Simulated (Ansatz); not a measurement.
**Piezoelectric tensor of NaCl**

The calculation used Ansatz, DFT PBE, scalar-relativistic, plane waves, PAW. Plane waves to 420 eV; Γ-centred k mesh 8×8×8; fixed occupations. No spin polarisation.

The cell, relaxed at this level:
```xyz
2
Lattice="0.0000 3.1272 3.1272 3.1272 0.0000 3.1272 3.1272 3.1272 0.0000" Properties=species:S:1:pos:R:3 pbc="T T T"
Na    4.6908    4.6908    4.6908
Cl    3.1272    3.1272    3.1272
```

The structure comes from a generated guess, relaxed at this level; another structure or a mixture of phases may lie lower.

Problem. Give the relaxed-ion proper piezoelectric stress tensor e_iJ (C/m², Voigt columns xx yy zz yz xz xy).

Solution.
```
x    0.000  0.000  0.000 -0.247  0.000  0.000
y    0.000  0.000  0.000  0.000 -0.247  0.000
z    0.000  0.000  0.000  0.000  0.000 -0.247
```
Signs follow the orientation of the cell as given.

Problem. With the elastic constants (GPa, Voigt order)
```
18.6 15.8 15.8  0.0  0.0  0.0
15.8 18.6 15.8  0.0  0.0  0.0
15.8 15.8 18.6  0.0  0.0  0.0
 0.0  0.0  0.0  6.1  0.0  0.0
 0.0  0.0  0.0  0.0  6.1  0.0
 0.0  0.0  0.0  0.0  0.0  6.1
```
find the strain coefficients d = e·C⁻¹ (pC/N).

Solution.
```
x     0.0   0.0   0.0 -40.6   0.0   0.0
y     0.0   0.0   0.0   0.0 -40.6   0.0
z     0.0   0.0   0.0   0.0   0.0 -40.6
```
